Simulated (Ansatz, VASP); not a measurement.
# MgB2: VASP beside Ansatz

Contents of INCAR:

```
SYSTEM = MgB2
  PREC = Accurate
  ENCUT = 520
  EDIFF = 1E-7
  ISMEAR = 0
  SIGMA = 0.1
  LREAL = .FALSE.
  LASPH = .TRUE.
  NELM = 100
  ALGO = Normal
  ISIF = 2
  LWAVE = .FALSE.
  LCHARG = .FALSE.
  GGA = PE
  NBANDS = 11
```

Contents of KPOINTS:

```
regular mesh
0
G
  14 14 10
  0 0 0
```

File POSCAR:

```
MgB2
1.0
    3.0261080420     -0.0308500071     -0.0142527033
   -1.5397709109      2.6669427334     -0.0000070580
   -0.0162762600     -0.0094064100      3.4873472400
Mg B
1 2
Direct
    0.0000000000     -0.0040476737      0.0000000000
    0.3300777555      0.6670627146      0.5096567137
    0.6699222445      0.3369849590      0.4903432863
```

Input for Ansatz:

```yaml
crystal:
  lattice:
    - [3.026108042, -0.0308500071, -0.0142527033]
    - [-1.5397709109, 2.6669427334, -7.058e-06]
    - [-0.01627626, -0.00940641, 3.48734724]
  atoms:
    - { symbol: Mg, position: [0.0, -0.0040476737, 0.0] }
    - { symbol: B, position: [0.3300777555, 0.6670627146, 0.5096567137] }
    - { symbol: B, position: [0.6699222445, 0.336984959, 0.4903432863] }
basis:
  ecutwfc: 420
kpoints:
  mp_grid: { grid: [14, 14, 10] }
hamiltonian:
  xc: pbe
scf:
  occupations: { method: gaussian, width: 0.1 }
output:
  forces: true
  stress: true
  eigenvalues: true
```

Alike in both runs: task single point; functional PBE; k mesh 14 × 14 × 10; occupations gaussian, width 0.1 eV; no spin polarisation.

|  | VASP | Ansatz |
| --- | --- | --- |
| version | VASP 6.6.1 | Ansatz 0.2.0 |
| potentials or method | VASP PAW PBE potentials, release 64 (Mg, B) | scalar-relativistic, plane waves, PAW |
| plane-wave cutoff (eV) | 520 | 420 |
| valence electrons in the cell | 8 | 16 |

VASP gave:

```
gap on the k mesh at the Fermi level (eV)       : none
pressure (GPa)                                  : 5.0
largest component of the traceless stress (GPa) : 4.63
rms of the force components (eV/Å)              : 0.330
```

Estimate Ansatz's values.

gap on the k mesh at the Fermi level (eV): none; pressure (GPa): 5.3; largest component of the traceless stress (GPa): 4.61; rms of the force components (eV/Å): 0.329.

Atom by atom the forces differ by 0.002 eV/Å (rms over components). A gap of «none» marks a metal or a gap that the smearing closes. The functional is the same, so the differences come from potentials, cutoffs and numerics. The two sets of potentials don't hold the same shells in valence. Ansatz warned: «near_symmetry_operations_not_taken».
